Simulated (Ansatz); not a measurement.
# Gaps and decay in WSe2/MoS2 stacks, part 2 of 5

How do the layer thicknesses change the gap of WSe2/MoS2? The crystals are WSe2 2H layers and MoS2 2H layers, on a common net of side 3.17 Å (-3.9 % and +0.0 % against typed lattice constants near PBE's). Layer spacings come from each crystal relaxed along the normal on that net, and the joins take the mean spacing. The stacks are then relaxed. The first steps treat the bulk crystals alone.

Ansatz 0.2.0; PBE+D3(BJ) DFT, plane waves, PAW files (the session's first sound run).

So far, gap on path (eV): step 3 (band edges, strain -0.0394, crystal WSe2 2H layers) 0.822.

### 4. Relaxing along the normal, strain 0, crystal MoS2 2H layers

This step: PBE+D3(BJ) DFT, plane waves, PAW files (Ansatz 0.2.0).

System of this step: MoS2. The structure is hexagonal, space group P6_3/mmc (No. 194). Conventional cell: a = 3.170 Å, b = 3.170 Å, c = 12.350 Å, α = 90.00°, β = 90.00°, γ = 120.00°. S has 3 Mo at 2.40 Å nearest. Nearest to Mo lie 6 S at 2.40 Å. Farther neighbours and most contacts between anions are not listed.

The crystal is held to the common net and relaxed along the normal.

The input, input.yaml:

```yaml
crystal:
  lattice:
    - [3.17, 0.0, 0.0]
    - [-1.585, 2.74530053, 0.0]
    - [0.0, 0.0, 12.35]
  atoms:
    - { symbol: S, position: [0.3333333333, 0.6666666667, 0.0] }
    - { symbol: Mo, position: [0.0, 0.0, 0.1263157895] }
    - { symbol: S, position: [0.3333333333, 0.6666666667, 0.2526315789] }
    - { symbol: S, position: [0.0, 0.0, 0.5] }
    - { symbol: Mo, position: [0.3333333333, 0.6666666667, 0.6263157895] }
    - { symbol: S, position: [0.0, 0.0, 0.7526315789] }
kpoints:
  mp_grid: { grid: [8, 8, 2] }
scf:
  occupations: { method: fixed }
  max_iter: 120
hamiltonian:
  xc: pbe
  dispersion: d3bj
output: {}
relax:
  f_tol: 0.01
  max_steps: 40
  cell: { fix: [a, b, angles] }
```

Command:

```console
> ansatz run input.yaml --threads 4 --pin off --max-ram 10240MiB --backend cpu --events-out ev --progress --plain --runs-dir out
```

Numbers of over 12 decimals in the logs are rounded to 6 here.

Output:

```text
[...]
Crystal: 6 atoms, lattice volume = 107.477 Å³
Basis set: ecut = 420 eV, 2081 PW (Γ), exchange–correlation on 48×48×180 points (8 copies of the dense FFT grid, shifted against one another)
Bands: 32, of which v1, the nominal top of the filled ones, is band 26 counted from 1 (25 counted from 0)
Symmetry: 24 space group operations
[...]
k-points: 20 of 128
[...]
SCF iter   1: F=—  HF=-13528.065612 eV  |F-HF|=—  |Δ(HF+E_count)|=         —  Δρ=5.47e-3  dr2=7.29e-3  ethr=1.77e-3  ⟨swp⟩=5.0  Hψ=2331  notcnv=0  defer=61
[...]
SCF iter   6: F=-13528.079723 eV  HF=-13528.079723 eV  |F-HF|=1.29e-8  |Δ(HF+E_count)|=   1.91e-6  Δρ=8.43e-6  dr2=9.65e-8  ethr=1.92e-10  ⟨swp⟩=3.8  Hψ=2708  notcnv=0
SCF 1 converged in 6 iterations: F = -13528.079723 eV  dr2 = 9.65e-8
[...]
relax step   1: F+E_penalty+E_count = -13528.07972329 eV  Δ(F+E_penalty+E_count) = +0.000e0 eV  max|allowed force component| = 3.589e-2 eV/Å  Δτ_max = 0.0000 Å  P = -1.515 GPa  Ω = 107.477 Å³  fix = [a, b, alpha, beta, gamma]  reactions: a -1.847, b -1.847 GPa  (6 SCF iters, dr2 threshold 1.00e-7 eV, accepted)
Crystal: 6 atoms, lattice volume = 103.858 Å³
Basis set: ecut = 420 eV, 2031 PW (Γ), exchange–correlation on 48×48×180 points (8 copies of the dense FFT grid, shifted against one another)
[...]
SCF iter   6: F=-13528.087134 eV  HF=-13528.087134 eV  |F-HF|=1.78e-7  |Δ(HF+E_count)|=   5.88e-6  Δρ=8.15e-6  dr2=5.80e-8  ethr=1.15e-9  ⟨swp⟩=3.9  Hψ=2555  notcnv=0
SCF 2 converged in 6 iterations: F = -13528.087134 eV  dr2 = 5.80e-8
relax step   2: F+E_penalty+E_count = -13528.08713376 eV  Δ(F+E_penalty+E_count) = -7.410e-3 eV  max|allowed force component| = 6.734e-2 eV/Å  Δτ_max = 0.0548 Å  P = -1.224 GPa  Ω = 103.858 Å³  energy of the carried Pulay correction = +4.167e-4 eV  fix = [a, b, alpha, beta, gamma]  reactions: a -1.914, b -1.914 GPa  (6 SCF iters, dr2 threshold 6.00e-7 eV, accepted)
Crystal: 6 atoms, lattice volume = 105.203 Å³
Basis set: ecut = 420 eV, 2045 PW (Γ), exchange–correlation on 48×48×180 points (8 copies of the dense FFT grid, shifted against one another)
[...]
SCF iter   6: F=-13528.089764 eV  HF=-13528.089764 eV  |F-HF|=3.31e-8  |Δ(HF+E_count)|=   1.11e-6  Δρ=3.72e-6  dr2=1.35e-8  ethr=5.45e-10  ⟨swp⟩=3.2  Hψ=2477  notcnv=0
SCF 3 converged in 6 iterations: F = -13528.089764 eV  dr2 = 1.35e-8
relax step   3: F+E_penalty+E_count = -13528.08976433 eV  Δ(F+E_penalty+E_count) = -2.631e-3 eV  max|allowed force component| = 2.267e-2 eV/Å  Δτ_max = 0.0231 Å  P = -1.150 GPa  Ω = 105.203 Å³  energy of the carried Pulay correction = +2.602e-4 eV  fix = [a, b, alpha, beta, gamma]  reactions: a -1.759, b -1.759 GPa  (6 SCF iters, dr2 threshold 2.83e-7 eV, accepted)
[...]
relax step   4: F+E_penalty+E_count = -13528.08992715 eV  Δ(F+E_penalty+E_count) = -1.628e-4 eV  max|allowed force component| = 9.554e-4 eV/Å  Δτ_max = 0.0039 Å  P = -1.207 GPa  Ω = 104.999 Å³  energy of the carried Pulay correction = +2.838e-4 eV  fix = [a, b, alpha, beta, gamma]  reactions: a -1.809, b -1.809 GPa  (6 SCF iters, dr2 threshold 3.21e-8 eV, accepted)
Basis set: ecut = 420 eV, 2045 PW (Γ), exchange–correlation on 48×48×162 points (8 copies of the dense FFT grid, shifted against one another)
[...]
SCF iter   4: F=-13528.089638 eV  HF=-13528.089638 eV  |F-HF|=3.82e-11  |Δ(HF+E_count)|=  3.75e-10  Δρ=2.98e-7  dr2=2.94e-11  ethr=1.00e-12  ⟨swp⟩=5.0  Hψ=2439  notcnv=0
SCF 5 converged in 4 iterations: F = -13528.089638 eV  dr2 = 2.94e-11
relax step   5: F+E_penalty+E_count = -13528.08963758 eV  Δ(F+E_penalty+E_count) = +2.896e-4 eV  max|allowed force component| = 9.893e-4 eV/Å  Δτ_max = 0.0000 Å  P = -1.206 GPa  Ω = 104.999 Å³  fix = [a, b, alpha, beta, gamma]  reactions: a -1.809, b -1.809 GPa  stress off target by 7.91e-4 GPa on what of the cell is left free  SCF on the basis re-selected at this cell (its energy is not comparable with the rows above)  (4 SCF iters)
[...]
SCF converged after 4 iterations
Free energy (F): -13528.089638 eV
[...]
Internal energy: -13528.089638 eV  (E = F + TS)
E sigma→0 (E₀):  -13528.089638 eV
Fermi energy:    11.340521 eV
[...]
--- Forces (eV/Å), atoms counted from 1 ---
  atom   1  S     -0.00000000     0.00000000    -0.00098932
  atom   2  Mo     0.00000000     0.00000000     0.00000000
  atom   3  S      0.00000000     0.00000000     0.00098932
  atom   4  S     -0.00000000    -0.00000000    -0.00098932
  atom   5  Mo     0.00000000    -0.00000000     0.00000000
  atom   6  S      0.00000000    -0.00000000     0.00098932
  max |Σ_I F_I| component: 1.04e-17 eV/Å
--- Stress (GPa, compression-positive) ---
       -1.808916       0.000000       0.000000
        0.000000      -1.808916       0.000000
       -0.000000       0.000000      -0.000791
  P = ⅓ Tr σ = -1.2062 GPa (-12.062 kbar)
--- Relaxed structure (4 steps of the walk, 4 accepted, 1 SCFs on fresh bases) ---
[...]
cell:  # Å, volume = 104.9990 Å³
    - [3.170000, 0, 0.0]
    - [-1.585000, 2.745301, 0.0]
    - [0.0, 0.0, 12.065236]
  atoms:
    - { symbol: S, position: [0.333333, 0.666667, -0.00288637] }
    - { symbol: Mo, position: [9.251858539619995e-18, -5.088522196306348e-17, 0.126316] }
    - { symbol: S, position: [0.333333, 0.666667, 0.255518] }
    - { symbol: S, position: [9.25185853962006e-18, -5.088522196306334e-17, 0.497114] }
    - { symbol: Mo, position: [0.333333, 0.666667, 0.626316] }
    - { symbol: S, position: [9.25185853962006e-18, -5.088522196306334e-17, 0.755518] }
```

The job ended after 2.6 s (4 threads of Intel Xeon 6975P-C (Granite Rapids), shared host; peak memory 0.5 GiB; 8.8 s of CPU time).

The steps of the relaxation:

```tsv
step	energy less that of the first step (eV)	largest force component (eV/Å)	pressure (GPa)	volume (Å³)
1	0.0000	0.0359	-1.52	107.48
2	-0.0074	0.0673	-1.22	103.86
3	-0.0100	0.0227	-1.15	105.20
4	-0.0102	0.0010	-1.21	105.00
5*	-0.0099	0.0010	-1.21	105.00
```

Relaxation steps marked * repeat the geometry before them on a plane-wave basis chosen anew for their cell, so energy and pressure can jump there.

Forces are held to the 24 operations that the run works with; a distortion that breaks them can't arise in this run.

```tsv
conventional cell, symmetrised	before	after	change
a (Å)	3.170	3.170	+0.0 %
b (Å)	3.170	3.170	+0.0 %
c (Å)	12.350	12.065	-2.3 %
volume (Å³/atom)	17.91	17.50	-2.3 %
```

The atoms that moved most (Å, as changes of fractional coordinates times the final cell):

```tsv
atom	dx	dy	dz	length
S1	0.000	0.000	-0.035	0.035
S4	0.000	0.000	-0.035	0.035
S3	0.000	0.000	0.035	0.035
S6	0.000	0.000	0.035	0.035
```

Final coordinates:

```xyz
6
Lattice="3.1700 0.0000 0.0000 -1.5850 2.7453 0.0000 0.0000 0.0000 12.0652" Properties=species:S:1:pos:R:3 pbc="T T T"
S     0.0000    1.8302   -0.0348
Mo    0.0000    0.0000    1.5240
S     0.0000    1.8302    3.0829
S     0.0000    0.0000    5.9978
Mo    0.0000    1.8302    7.5566
S     0.0000    0.0000    9.1155
```

This step gave:

```
free energy  : -13528.0896 eV
Fermi energy : 11.34 eV
pressure     : -1.206 GPa
```

The relaxation ends with a largest force component of 9.9e-4 eV/Å.

### 5. The bulk crystal and its band edges, strain 0, crystal MoS2 2H layers

This step: PBE DFT, plane waves, PAW files (Ansatz 0.2.0).

The band edges of the next crystal.

The input, input.yaml:

```yaml
crystal:
  lattice:
    - [3.17, 0.0, 0.0]
    - [-1.585, 2.74530053, 0.0]
    - [0.0, 0.0, 12.065236445]
  atoms:
    - { symbol: S, position: [0.3333333333, 0.6666666667, -0.0028863716] }
    - { symbol: Mo, position: [0.0, 0.0, 0.1263157895] }
    - { symbol: S, position: [0.3333333333, 0.6666666667, 0.2555179506] }
    - { symbol: S, position: [0.0, 0.0, 0.4971136284] }
    - { symbol: Mo, position: [0.3333333333, 0.6666666667, 0.6263157895] }
    - { symbol: S, position: [0.0, 0.0, 0.7555179506] }
kpoints:
  mp_grid: { grid: [12, 12, 2] }
  band_path: { path: [VBM, CBM], npoints: 24 }
scf:
  occupations: { method: fixed }
  max_iter: 120
hamiltonian:
  xc: pbe
output:
  eigenvalues: true
checkpoint:
  write: MoS2.run
  compress: false
  write_wavefunctions: false
```

Output:

```text
[...]
Crystal: 6 atoms, lattice volume = 104.999 Å³
Basis set: ecut = 420 eV, 2045 PW (Γ)
Bands: 32, of which v1, the nominal top of the filled ones, is band 26 counted from 1 (25 counted from 0)
Symmetry: 24 space group operations
[...]
k-points: 38 of 288
[...]
SCF iter   1: F=—  HF=-13525.480635 eV  |F-HF|=—  |Δ(HF+E_count)|=         —  Δρ=5.58e-3  dr2=8.92e-3  ethr=1.77e-3  ⟨swp⟩=5.0  Hψ=4416  notcnv=0  defer=119
[...]
SCF iter   6: F=-13525.493977 eV  HF=-13525.493977 eV  |F-HF|=4.64e-8  |Δ(HF+E_count)|=   1.32e-6  Δρ=8.90e-6  dr2=7.95e-8  ethr=1.92e-10  ⟨swp⟩=7.7  Hψ=5113  notcnv=0
SCF 1 converged in 6 iterations: F = -13525.493977 eV  dr2 = 7.95e-8
[...]
SCF converged after 6 iterations
Free energy (F): -13525.493977 eV
[...]
Internal energy: -13525.493977 eV  (E = F + TS)
E sigma→0 (E₀):  -13525.493977 eV
Fermi energy:    11.340587 eV
[...]
--- Band table (eV; the first three rows and the last of 38) ---
  k-point 0: bands = [... 22 lower, 9.0821, 10.0997, 10.2522, 11.3406, 13.3239, 13.3239, 13.3582, 13.3582, ... 2 higher]
  k-point 1: bands = [... 22 lower, 9.0509, 9.0509, 11.0854, 11.0854, 13.3277, 13.3277, 13.3277, 13.3277, ... 2 higher]
  k-point 2: bands = [... 22 lower, 9.1679, 10.1101, 10.3415, 11.1027, 13.2164, 13.2608, 13.3479, 13.3494, ... 2 higher]
  k-point 37: bands = [... 22 lower, 8.3772, 8.3772, 10.5254, 10.5254, 12.2648, 12.2648, 13.5459, 13.5459, ... 2 higher]
```

Run time: 2.3 s. Hardware: 4 threads; peak memory 0.5 GiB; 8.3 s of CPU time.

Numbers from this step:

```yaml
free_energy: -13525.4940 eV
gap_on_the_k_mesh: 0.7700 eV
gap_on_path: 0.7568 eV, by band count; negative where bands overlap
edge_places_on_path: 0, 0.7020 1/A along the path
```

The electronic bands at the labelled points (eV, zero at the Fermi level (highest filled level under fixed occupations); v1 is the highest filled band, c1 the lowest empty one):

```tsv
point	v4	v3	v2	v1	c1	c2	c3	c4
VBM	-2.26	-1.24	-1.09	0.00	1.98	1.98	2.02	2.02
halfway	-2.01	-1.25	-1.06	-0.74	1.45	1.67	1.81	1.93
CBM	-1.89	-1.80	-1.62	-1.57	0.76	1.58	1.63	1.72
```

The searched edges give 0.757 eV, against 0.770 eV on the mesh.

[end of part 2 of 5]

[Logs are printed without paths, hosts, clocks, repeated set-up lines and the standing remarks that a program may print on its own settings, such as how far it seeks lower states.]

[Hosts, paths, dates, database ids (printed as entryN), source tags and the programs' standing remarks are cut or masked in the printed files.]
